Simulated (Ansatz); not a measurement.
# HfO2 (P4_2/nmc) in Ansatz: band structure with PBE

Aim: the band structure of HfO2 with PBE.

All numbers are computed with Ansatz 0.2.0; they aren't measurements. Logs are shortened: lines on timing, memory, paths and dates and some standing lists are left out, and cuts for length are marked.

### Step 1. Starting point

Symmetry: P4_2/nmc, No. 137, tetragonal system. The conventional cell has a = 3.558 Å, b = 3.558 Å, c = 5.172 Å, α = 90.00°, β = 90.00°, γ = 90.00°. Hf (site symmetry -4m2) has 4 O at 2.05 Å as nearest neighbours. O (site symmetry 2mm) has 2 Hf at 2.05 Å as nearest neighbours.

Measurements of this composition are mostly on another form, of space group No. 14.

### Step 2. Band structure, PBE

The input, input.yaml:

```yaml
crystal:
  lattice:
    - [3.55801933, 0.0, 0.0]
    - [0.0, 3.55801933, 0.0]
    - [0.0, 0.0, 5.17186121]
  atoms:
    - { symbol: Hf, position: [0.0, 0.0, 0.0] }
    - { symbol: Hf, position: [0.5, 0.5, 0.5] }
    - { symbol: O, position: [0.0, 0.5, 0.19720788] }
    - { symbol: O, position: [0.5, 0.0, 0.30279212] }
    - { symbol: O, position: [0.5, 0.0, 0.80279212] }
    - { symbol: O, position: [0.0, 0.5, 0.69720788] }
hamiltonian:
  xc: pbe
  pseudopotentials: { kind: paw }
kpoints:
  mp_grid: { grid: [8, 8, 5] }
  band_path:
    path:
      - [[0.0, 0.0, 0.0], [0.0, 0.5, 0.0], [0.5, 0.5, 0.0], [0.0, 0.0, 0.0], [0.0, 0.0, 0.5], [0.0, 0.5, 0.5], [0.5, 0.5, 0.5], [0.0, 0.0, 0.5]]
      - [[0.0, 0.5, 0.0], [0.0, 0.5, 0.5]]
      - [[0.5, 0.5, 0.0], [0.5, 0.5, 0.5]]
    npoints: 14
scf:
  occupations: { method: fermi_dirac, width: 0.05 }
  n_extra_bands: 15
output:
  forces: true
  stress: true
  eigenvalues: true
  fatbands: false
```

Potentials or basis: Ansatz PAW.

Run with:

```sh
$ ansatz run input.yaml --threads 2 --pin off --max-ram 5632MiB --backend cpu --events-out ev --progress --plain --runs-dir out
```

Standard output:

```text
Warning: RAYON_NUM_THREADS=2 ignored (pool sized by the plan → 2); use --threads N
scf.n_extra_bands = 15 over 38 filled bands (N_el = 76.0): the run solves 53 bands
Engine: ansatz 0.2.0, x86_64-unknown-linux-gnu
Pseudopotentials: kind: paw
Pseudopotential: Hf, paw, valence charge 26, recommended cutoff 420 eV (normal), Hf.paw.azcp
Pseudopotential: O, paw, valence charge 6, recommended cutoff 420 eV (normal), O.paw.azcp
Functional definition: PBE
  parameter kappa = 0.804
  parameter beta = 0.06672455060314922
  exchange = pbe_x(kappa = kappa, mu = beta*pi^2/3)
  correlation = pbe_c(beta = beta)
Crystal: 6 atoms, lattice volume = 65.473 Å³
Basis set: ecut = 420 eV, 1277 PW (Γ), exchange–correlation on 48×48×72 points (8 copies of the dense FFT grid, shifted against one another)
Bands: 53, of which v1, the nominal top of the filled ones, is band 38 counted from 1 (37 counted from 0)
Symmetry: 16 space group operations
Space group: P42/nmc (ITA 137), of the structure as read, at distance tolerance 4.0e-5 Å
k-points: 45 of 320
Non-local potential: Hf, projectors of the file, l = 0: 3, l = 1: 2, l = 2: 2, l = 3: 3
Non-local potential: O, projectors of the file, l = 0: 2, l = 1: 2, l = 2: 1
PAW form: soft (Blöchl's): semilocal exchange-correlation on the pseudo side does not see the compensation charge
PAW one-centre angular grid: Hf, 590 points (default); XC on 64 Gauss nodes
PAW one-centre angular grid: O, 110 points (default); XC on 64 Gauss nodes
Initial density: superposition of atomic densities (neutral atoms: chi_scale 0, normalization atom), corrected by the library's trained network
Initial wavefunctions: pseudopotential atomic-orbital guess
Functional: x = pbe(κ = 0.804, μ = 0.2195149727645171), c = pbe(β = 0.06672455060314922)
SCF iter   1: F=—  HF=-33722.957272 eV  |F-HF|=—  |Δ(HF+E_count)|=         —  Δρ=3.41e-3  dr2=1.99e-3  ethr=1.77e-3  ⟨swp⟩=5.5  Hψ=8003  notcnv=0  defer=103
preconditioner: auto → Resta (q_TF=auto, 2.797 Å⁻¹)  ε∞=4.5  [insulator: Δε(μ)=4.764 eV  Ē_g=20.907 eV  σ=0.050 eV  W_gap=1.00  n_scr=28 (ndim 8)  ℏωp=38.9 eV  f_vac=0.056  D(μ)=0.00/eV (n_scr^D=0)  ε∞_Penn≈4.5]
SCF iter   2: F=—  HF=-33722.958436 eV  |F-HF|=—  |Δ(HF+E_count)|=   1.16e-3  Δρ=1.83e-3  dr2=7.17e-4  ethr=2.62e-6  ⟨swp⟩=2.2  Hψ=4246  notcnv=0  defer=145
SCF iter   3: F=—  HF=-33722.958903 eV  |F-HF|=—  |Δ(HF+E_count)|=   4.67e-4  Δρ=5.79e-4  dr2=1.78e-4  ethr=9.43e-7  ⟨swp⟩=2.0  Hψ=3294  notcnv=0  defer=145
SCF iter   4: F=—  HF=-33722.958855 eV  |F-HF|=—  |Δ(HF+E_count)|=   4.81e-5  Δρ=1.66e-4  dr2=1.60e-5  ethr=2.34e-7  ⟨swp⟩=2.0  Hψ=3269  notcnv=0  defer=145
SCF iter   5: F=—  HF=-33722.958678 eV  |F-HF|=—  |Δ(HF+E_count)|=   1.78e-4  Δρ=8.19e-5  dr2=4.09e-6  ethr=2.10e-8  ⟨swp⟩=2.0  Hψ=3188  notcnv=0  defer=145
SCF iter   6: F=—  HF=-33722.958680 eV  |F-HF|=—  |Δ(HF+E_count)|=   1.92e-6  Δρ=2.76e-5  dr2=6.44e-7  ethr=5.38e-9  ⟨swp⟩=2.0  Hψ=3187  notcnv=0  defer=145
SCF iter   7: F=-33722.958680 eV  HF=-33722.958680 eV  |F-HF|=9.45e-8  |Δ(HF+E_count)|=   6.12e-7  Δρ=1.40e-5  dr2=7.40e-8  ethr=1.32e-10  ⟨swp⟩=9.0  Hψ=12240  notcnv=0
SCF 1 converged in 7 iterations: F = -33722.958680 eV  dr2 = 7.40e-8
NSCF: frozen V_eff on 129 k-points
SCF converged after 7 iterations
Free energy (F): -33722.958680 eV
Harris-Foulkes:  -33722.958680 eV  (|F-HF|=9.45e-8)
Internal energy: -33722.958680 eV  (E = F + TS)
E sigma→0 (E₀):  -33722.958680 eV
Fermi energy:    17.654536 eV
--- Per-component energies (eV) ---
  E_band       = 100.383281
  E_kinetic    = 1549.262093
  E_local      = -11583.077458  (includes V_loc(G=0)·N_el)
  E_nonlocal   = -2293.289056
  E_hartree    = 5316.547917
  E_xc         = -897.071349
  E_vxc        = -911.655010  (∫ρ·V_xc dr)
  E_paw        = -14487.571928  (= ΣΔE_a)
  E_vpaw       = 2706.055047  (= ΣTr[D̂ρ^β])
  E_aug_tail   = 0.010097  (compensation charges beyond the density's cutoff)
  E_ewald      = -11327.768996
  E_smearing   = -0.000000  (= −TS)
  E_closure    = -0.000000  (closes the sum)
  Σ components = -33722.958680   (vs F -33722.958680, Δ=0.00e0)
--- Forces (eV/Å), atoms counted from 1 ---
  atom   1  Hf     0.00000000     0.00000000    -0.00000000
  atom   2  Hf     0.00000000     0.00000000     0.00000000
  atom   3  O      0.00000000     0.00000000     0.14021646
  atom   4  O      0.00000000     0.00000000    -0.14021646
  atom   5  O      0.00000000     0.00000000    -0.14021646
  atom   6  O      0.00000000     0.00000000     0.14021646
  max |Σ_I F_I| component: 2.78e-17 eV/Å
--- Stress (GPa, compression-positive) ---
       10.311501       0.000000       0.000000
        0.000000      10.311501       0.000000
        0.000000       0.000000       9.394144
  P = ⅓ Tr σ = 10.0057 GPa (100.057 kbar)
--- Band table (eV; the first three rows and the last of 45) ---
  k-point 0: bands = ["-44.9281", "-44.9109", "-14.0151", "-13.6338", "-13.6338", "-13.5699", "-13.5195", "-13.5195", "-2.8968", "-1.2802", "-0.9225", "-0.4474", "5.2032", "5.2032", "5.2094", "5.2172", "5.2172", "5.2375", "5.2378", "5.2462", "5.2462", "5.2635", "5.2658", "5.2658", "5.2744", "5.4349", "9.8544", "10.4180", "10.6247", "10.6247", "12.5769", "12.5769", "13.8944", "13.8944", "14.5269", "15.0831", "15.1360", "15.1360", "19.9760", "19.9917", "21.2263", "21.4488", "21.7580", "22.8466", "24.3594", "24.3594", "26.1604", "26.1604", "26.6635", "29.0352", "29.1018", "30.1033", "30.8497"]
  k-point 1: bands = ["-44.9265", "-44.9125", "-13.9760", "-13.6230", "-13.6230", "-13.6162", "-13.5305", "-13.5305", "-2.7313", "-1.2038", "-1.1541", "-0.5183", "5.2048", "5.2048", "5.2094", "5.2186", "5.2186", "5.2399", "5.2449", "5.2449", "5.2522", "5.2599", "5.2609", "5.2637", "5.2637", "5.4073", "10.2129", "10.7326", "10.7326", "10.8054", "12.2117", "12.2117", "13.9092", "14.1865", "14.1865", "14.4926", "15.1604", "15.1604", "20.1085", "20.1896", "21.2241", "21.2803", "22.2561", "23.4445", "24.4208", "24.4208", "25.8720", "25.8720", "26.4394", "26.6526", "29.7334", "30.7601", "31.1536"]
  k-point 2: bands = ["-44.9222", "-44.9168", "-13.8706", "-13.7334", "-13.5948", "-13.5948", "-13.5591", "-13.5591", "-2.2839", "-1.6906", "-0.9975", "-0.7314", "5.2081", "5.2081", "5.2159", "5.2202", "5.2202", "5.2339", "5.2436", "5.2436", "5.2463", "5.2543", "5.2593", "5.2593", "5.2904", "5.3473", "11.0351", "11.0351", "11.1968", "11.6268", "11.6268", "11.8318", "12.5640", "13.1969", "14.5257", "14.5257", "15.1986", "15.1986", "20.4321", "20.7016", "20.8756", "21.1344", "23.2862", "24.6345", "24.6345", "24.6549", "24.7039", "25.3177", "25.3177", "25.7573", "29.5833", "30.1441", "31.8067"]
  k-point 44: bands = ["-44.9081", "-44.9081", "-13.9233", "-13.9233", "-13.8266", "-13.8266", "-13.6770", "-13.6770", "-0.9654", "-0.9654", "-0.8428", "-0.8428", "5.1947", "5.1947", "5.2104", "5.2104", "5.2202", "5.2202", "5.2219", "5.2219", "5.2252", "5.2252", "5.2665", "5.2665", "5.2809", "5.2809", "10.3050", "10.3050", "11.1675", "11.1675", "13.0099", "13.0099", "13.6239", "13.6239", "13.7911", "13.7911", "15.1658", "15.1658", "21.2155", "21.2155", "21.5364", "21.5364", "22.6357", "22.6357", "22.7584", "22.7584", "24.5633", "24.5633", "29.1153", "29.1153", "30.0394", "30.0394", "31.1420"]
```

bands.tsv:

```text
# k_distance	band_0	band_1	band_2	band_3	band_4	band_5	band_6	band_7	band_8	band_9	band_10	band_11	band_12	band_13	band_14	band_15	band_16	band_17	band_18	band_19	band_20	band_21	band_22	band_23	band_24	band_25	band_26	band_27	band_28	band_29	band_30	band_31	band_32	band_33	band_34	band_35	band_36	band_37	band_38	band_39	band_40	band_41	band_42	band_43	band_44	band_45	band_46	band_47	band_48	band_49	band_50	band_51	band_52
[... 149 lines left out ...]
7.851554	-62.562672	-62.562672	-31.529762	-31.529762	-31.529762	-31.529762	-31.331710	-31.331710	-18.558089	-18.558089	-18.558089	-18.558089	-12.460124	-12.460124	-12.443849	-12.443849	-12.433726	-12.433726	-12.433726	-12.433726	-12.429832	-12.429832	-12.380645	-12.380645	-12.380645	-12.380645	-6.962988	-6.962988	-6.907377	-6.907377	-4.346642	-4.346642	-4.346642	-4.346642	-3.876079	-3.876079	-2.462763	-2.462763	3.579102	3.579102	3.898983	3.898983	5.035592	5.035592	5.035592	5.035592	6.924740	6.924740	11.391966	11.391966	12.350032	12.350032	14.187203
```

Wall time 4.8 s (2 threads of Intel Xeon 6975P-C (Granite Rapids), shared host); peak memory 0.51 GiB.

Results:

| Quantity | Value |
| --- | --- |
| Free energy | -33722.9587 eV |
| Pressure | 10.0 GPa |
| Largest force | 0.140 eV/Å |
| Band gap on the k mesh | 4.78 eV, indirect (least direct gap 4.84 eV) |
| Band gap along the path | 4.77 eV, indirect (least direct gap 4.84 eV) |

Forces in eV/Å, atoms in the order of the input:
```
Hf   0.000  0.000  0.000
Hf   0.000  0.000  0.000
O    0.000  0.000  0.140
O    0.000  0.000 -0.140
O    0.000  0.000 -0.140
O    0.000  0.000  0.140
```

Stress tensor (GPa, compression positive):
```
10.31  0.00  0.00
 0.00 10.31  0.00
 0.00  0.00  9.39
```

Levels at the corners of the path, in eV from the valence-band top:
```csv
point,band 36,band 37,band 38,band 39,band 40,band 41
Γ,-0.12,-0.07,-0.07,4.77,4.79,6.02
X,-1.40,-0.14,-0.14,5.18,5.18,6.21
M,-0.80,-0.50,-0.50,5.81,5.81,6.20
Γ,-0.12,-0.07,-0.07,4.77,4.79,6.02
Z,-0.63,0.00,0.00,5.44,5.44,5.75
R,-1.37,-0.94,-0.94,5.32,5.32,5.68
A,-1.43,-0.01,-0.01,6.03,6.03,6.35
Z,-0.63,0.00,0.00,5.44,5.44,5.75
X,-1.40,-0.14,-0.14,5.18,5.18,6.21
R,-1.37,-0.94,-0.94,5.32,5.32,5.68
M,-0.80,-0.50,-0.50,5.81,5.81,6.20
A,-1.43,-0.01,-0.01,6.03,6.03,6.35
```

Caveat: the pressure holds a Pulay correction of +0.8 GPa for the finite cutoff; spin-orbit coupling is left out, which moves the levels of the heavy elements. As with any semilocal functional, this PBE gap is likely too small.
